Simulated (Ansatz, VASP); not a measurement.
Cu in VASP and in Ansatz

```
CELL_PARAMETERS angstrom
0.00000 2.66012 2.66012
2.66012 0.00000 2.66012
2.66012 2.66012 0.00000
ATOMIC_POSITIONS crystal
Cu 0.12500 0.12500 0.12500
Cu 0.87500 0.87500 0.87500
```

Alike in both runs: task single point; functional BLYP; k mesh 11 × 11 × 11; occupations fermi-dirac, width 0.1 eV; no spin polarisation.

|  | VASP | Ansatz |
| --- | --- | --- |
| version | VASP 6.6.1 | Ansatz 0.2.0 |
| potentials or method | VASP PAW PBE potentials, release 64 (Cu) | plane waves (420 eV) with PAW, scalar-relativistic |
| plane-wave cutoff (eV) | 520 | 420 |
| valence electrons in the cell | 22 | 38 |

```csv
,VASP,Ansatz,Ansatz less VASP
pressure (GPa),5.0,4.6,-0.43
```

With one functional, cell and mesh, what is left measures potentials, basis and numerics. The two sets of potentials don't hold the same shells in valence.

Caveats: the PAW data sets were made with another functional, which shifts forces and pressure a little (VASP).
